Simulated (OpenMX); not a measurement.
Runs of OpenMX 3.8.5 on BP. Symmetry: F-43m, No. 216, cubic system. Conventional cell: a = 4.538 Å, b = 4.538 Å, c = 4.538 Å, α = 90.00°, β = 90.00°, γ = 90.00°. P (site symmetry -43m) is surrounded by 4 B at 1.97 Å. Around B (site symmetry -43m) lie 4 P at 1.97 Å. 

```tsv
task	level	potentials or basis	max SCF cycles	grid points, held for all volumes	gap on the mesh (eV)	pressure (GPa)	V0 of scaled cells (Å³/atom)	B0 (GPa)
single point	PBE	OpenMX 2013 PBE set, P7.0-s2p2d1f1, B7.0-s2p2d1, grid cutoff 300 Ry	100	-	1.32	(b)	-	-
equation of state	LDA	OpenMX 2013 LDA set, P7.0-s2p2d1f1, B7.0-s2p2d1, fixed grid of 27 × 27 × 27 points	-	27 × 27 × 27	-	-	(a)	175
equation of state	PBE	OpenMX 2013 PBE set, P7.0-s2p2d1f1, B7.0-s2p2d1, fixed grid of 27 × 27 × 27 points	-	27 × 27 × 27	-	-	(c)	161
band structure	PBE	OpenMX 2013 PBE set, P7.0-s3p2d2f1, B7.0-s3p2d2, grid cutoff 300 Ry	100	-	1.31	1.0	-	-
band structure	LDA	OpenMX 2013 LDA set, P7.0-s2p2d1f1, B7.0-s2p2d1, grid cutoff 300 Ry	100	-	1.28	-5.3	-	-
```

Alike in all rows: no spin polarisation; cell as given; k mesh 11 × 11 × 11; smearing fermi-dirac 0.05 eV.

Task: Fill in the values left out.

Result: (a) 11.32; (b) 0.9; (c) 11.75.

Caveats: the basis of atomic orbitals isn't converged, which shifts pressures, moduli and gaps; volumes in these bases differ from converged ones by about 1 %, for some elements by several (some runs); an odd mesh through Γ misses points on the zone boundary, where band edges often lie (some runs).
